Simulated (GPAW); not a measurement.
Runs of GPAW 26.7.0 on YN. The structure is cubic, space group Fm-3m (No. 225). The conventional cell has a = 4.877 Å, b = 4.877 Å, c = 4.877 Å, α = 90.00°, β = 90.00°, γ = 90.00°. Around Y (site symmetry m-3m) lie 6 N at 2.44 Å. N (site symmetry m-3m) is surrounded by 6 Y at 2.44 Å. 

| task | level | potentials or basis | k mesh | cutoff (eV) | smearing | band path | band points | mesh quality | gap on the mesh (eV) | pressure (GPa) |
| --- | --- | --- | --- | --- | --- | --- | --- | --- | --- | --- |
| band structure | LDA | the program's PAW data sets (release 1.2.1) made for this functional, pw | 9 × 9 × 9 | 800 | fermi-dirac 0.05 eV | GXWKGLUWLK,UX | 100 | not flagged | (b) | -7.2 |
| electron localisation function | BP86 | PAW data sets generated in the run's folder for this functional, pw | 5 × 5 × 5 | 680 | fermi-dirac 0.01 eV | - | - | coarse | 0.39 | 0.6 |
| single point | TB-mBJ | GPAW PAW data sets for LDA (gpaw-data 1.2.1), pw | 10 × 10 × 10 | 800 | fermi-dirac 0.05 eV | - | - | not flagged | 1.07 | - |
| band structure | r2SCAN | GPAW PAW data sets (gpaw-data 1.2.1), pw | 9 × 9 × 9 | 800 | fermi-dirac 0.05 eV | GXWKGLUWLK,UX | 100 | not flagged | 0.64 | (a) |

Alike in all rows: no spin polarisation; cell as given.

Fill in the values left out.

(a) 1.2; (b) 0.16.

Caveats: some runs use coarse meshes; the PAW data sets were made with another functional, which shifts forces and pressure a little (some runs); the cutoff is short for stress and forces, so pressures can be off by a GPa or more (some runs); an odd mesh through Γ misses points on the zone boundary, where band edges often lie (some runs); a model potential gives levels but no total energy (some runs).

A k mesh can miss the band edges, and the runs leave out spin-orbit coupling on Y.

Runs at the PBE level aren't shown here.
